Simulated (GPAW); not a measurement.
Slab: WS2, a slab with vacuum.

```
W S
1.0
     3.18321    0.00000    0.00000
    -1.59160    2.75674    0.00000
     0.00000    0.00000   23.66876
W S
2 4
Direct
  0.66667 0.33333 0.36268
  0.33333 0.66667 0.63732
  0.66667 0.33333 0.70318
  0.33333 0.66667 0.42856
  0.66667 0.33333 0.57144
  0.33333 0.66667 0.29682
```

Base run:

| Item | Value |
| --- | --- |
| Program | GPAW 26.7.0 |
| Functional | PBE |
| Potentials or basis | GPAW PAW data sets (gpaw-data 1.2.1) |
| Cutoff | 600 eV |
| Basis | pw |
| k mesh | 6 × 6 × 1 |
| Occupations | fermi-dirac, width 0.05 eV |
| Spin | no spin polarisation |

Its results: band gap on the k mesh 1.46 eV, indirect (least direct gap 1.77 eV); largest force 0.293 eV/Å.

Question: The run is repeated on the same cell with these changes: functional from PBE to r2SCAN. What comes out?

Answer: Band gap on the k mesh 1.56 eV, indirect (least direct gap 1.89 eV); largest force 0.009 eV/Å.

Caveats: spin-orbit coupling is left out, which moves the levels of the heavy elements; the PAW data sets were made with another functional, which shifts forces and pressure a little (some runs).
